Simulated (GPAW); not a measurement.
CdSe (Cadmoselite):

```
Cd Se
1.0
     4.30000    0.00000    0.00000
    -2.15000    3.72391    0.00000
     0.00000    0.00000    7.02000
Cd Se
2 2
Direct
  0.66667 0.33333 0.50000
  0.33333 0.66667 0.00000
  0.66667 0.33333 0.88500
  0.33333 0.66667 0.38500
```

```yaml
Program: GPAW 26.7.0
Task: relaxation of cell and atoms
Functional: BLYP
Dispersion: D4
Potentials_or_basis: PAW data sets generated in the run's folder for this functional
Cutoff: 600 eV
Basis: pw
k_mesh: 5 × 5 × 3
Occupations: fermi-dirac, width 0.05 eV
Spin: no spin polarisation
```

At the start: pressure 1.7 GPa; volume 28.10 Å³/atom.

Question: Where does the relaxation end?

Answer: Over 5 steps the energy falls by 9.7 meV/atom and the volume is 29.01 Å³/atom (+3.2 %); space group P6_3mc (No. 186, to 0.05 Å).

The path:
```csv
step,energy change (eV),largest force (eV/Å),pressure (GPa),volume (Å³)
1,0.0000,0.3067,1.71,112.41
2,-0.0098,0.2609,1.50,112.77
3,-0.0369,0.0296,0.40,115.02
4,-0.0373,0.0246,0.35,115.13
5,-0.0390,0.0118,-0.04,116.06
```

Final structure:
```yaml
crystal:
  lattice:
    - [4.35321, 0.00000, 0.00000]
    - [-2.17661, 3.76999, 0.00000]
    - [0.00000, 0.00000, 7.07172]
  atoms:
    - { symbol: Cd, position: [0.66667, 0.33333, 0.50415] }
    - { symbol: Cd, position: [0.33333, 0.66667, 0.00414] }
    - { symbol: Se, position: [0.66667, 0.33333, 0.88085] }
    - { symbol: Se, position: [0.33333, 0.66667, 0.38086] }
```

Caveat: later steps reuse the first step's grids.
